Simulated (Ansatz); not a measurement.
The calculation used Ansatz, DFT PBE, scalar-relativistic, plane waves, PAW. All cells share a 420 eV cutoff and Γ-centred k meshes spaced at most about 0.3 Å⁻¹ (about 0.25 or finer for metals, 2π included). No spin polarisation.

These are static total energies at zero pressure.

Two forms of In4P were relaxed alike.

A. Space group Pm-3m (No. 221), cubic, a = 5.532 Å. Around In on a site of symmetry 4/mmm lie 2 In at 2.77 Å, 4 P at 3.91 Å and 8 In at 3.91 Å; around In on a site of symmetry m-3m lie 6 In at 2.77 Å; around P lie 12 In at 3.91 Å (long against the sum of covalent radii).

B. Space group Im-3m (No. 229), cubic, a = 6.598 Å. Around In lie 2 P at 2.86 Å and 6 In at 3.30 Å; P has 8 In at 2.86 Å.

Task: Which is lower in energy, and by how much?

Result: B is lower, by 0.51 eV/atom. A has space group Pm-3m (No. 221), 33.9 Å³/atom and no gap on its mesh; B has space group Im-3m (No. 229), 28.7 Å³/atom and no gap. Counting In atoms around P (those within 1.25 times the shortest such distance or 1.15 times the sum of covalent radii, 1.27 where that leaves under three; a plus sign parts nearer from farther groups; the shortest distance is added where it exceeds 1.18 times the sum of covalent radii), A has P 12+8 from 3.9 Å and B has P 8. The denser one is the lower, and pressure would at first widen the difference. Even the lower one lies +0.22 eV/atom against the reference forms of the elements (uncorrected), so neither is stable at this level. Both come from invented guesses.

P stands nearly free of neighbours here, and without spin polarisation the energy of such atoms comes out too high. Cells relaxed within their symmetry can be saddle points.
